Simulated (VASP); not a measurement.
B:

```
CELL_PARAMETERS angstrom
1.88524 0.00000 0.00000
0.00000 1.88524 0.00000
0.00000 0.00000 1.88524
ATOMIC_POSITIONS crystal
B 0.50000 0.50000 0.50000
```

The cell was built by a generator and needn't be a form met in nature.

Base run:

- Program: VASP 6.6.1
- Functional: AM05
- Potentials or basis: VASP PAW PBE potentials, release 64 (B)
- Cutoff: 520 eV
- k mesh: 14 × 14 × 14
- Occupations: fermi-dirac, width 0.05 eV
- Spin: no spin polarisation

Its results: pressure -3.9 GPa.

Task: The run is repeated on the same cell with these changes: functional from AM05 to BLYP. What comes out?

Result: Pressure 8.2 GPa.

BLYP binds less tightly than AM05, so the same cell stands under more pressure.

Caveats: the PAW data sets were made with another functional, which shifts forces and pressure a little.
